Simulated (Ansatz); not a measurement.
Runs of Ansatz 0.2.0 on HgTe (Coloradoite). It takes space group F-43m (No. 216, cubic). The conventional cell has a = 6.429 Å, b = 6.429 Å, c = 6.429 Å, α = 90.00°, β = 90.00°, γ = 90.00°. Around Hg (site symmetry -43m) lie 4 Te at 2.78 Å. Te (site symmetry -43m) is surrounded by 4 Hg at 2.78 Å. 

| task | level | potentials or basis | spin | cell | k mesh | cutoff (eV) | smearing | basis error allowed | gap on the mesh (eV) | pressure (GPa) | relaxed volume (Å³/atom) |
| --- | --- | --- | --- | --- | --- | --- | --- | --- | --- | --- | --- |
| band structure | PBEsol | all-electron LAPW, relativistic spinors | SOC, no magnetisation | as given | 5 × 5 × 5 | 262 | fermi-dirac 0.05 eV | 0.001 eV/atom | - | (a) | - |
| relaxation of cell and atoms | revPBE+D3(BJ) | all-electron LAPW, scalar-relativistic | off | relaxed | 7 × 7 × 7 | - | fermi-dirac 0.05 eV | 0.001 eV/atom | - | 0.0 | 34.60 |
| single point | PBE | all-electron LAPW, scalar-relativistic | off | as given | 7 × 7 × 7 | 262 | gaussian 0.012 eV | 0.001 eV/atom | none | (b) | - |
| relaxation of cell and atoms | BLYP+D3(BJ) | all-electron LAPW, scalar-relativistic | off | relaxed | 7 × 7 × 7 | - | fermi-dirac 0.05 eV | 0.001 eV/atom | - | 0.0 | 35.39 |
| phonons | LDA | all-electron LAPW, scalar-relativistic | off | as given | 5 × 5 × 5 | 282 | fermi-dirac 0.05 eV | 0.001 eV/atom | none | - | - |
| band structure | BLYP | all-electron LAPW, scalar-relativistic | off | as given | 7 × 7 × 7 | 262 | fermi-dirac 0.05 eV | 0.001 eV/atom | - | 7.8 | - |
| single point | PBE | all-electron LAPW, scalar-relativistic | off | as given | 5 × 5 × 5 | 242 | fermi-dirac 0.04 eV | 0.002 eV/atom | none | 4.7 | - |

Task: Estimate the missing entries.

Result: (a) 1.4; (b) 4.6.

Caveats: the k mesh is thin for a metal, which can move the energy by tens of meV per atom (some runs); a metal's response needs a denser mesh (some runs); spin-orbit coupling is left out, which moves the levels of the heavy elements (some runs).

A k mesh can miss the band edges, and rows without SOC leave out spin-orbit coupling on Hg, Te.

A gap of «none» marks a metal or a gap under the smearing width.
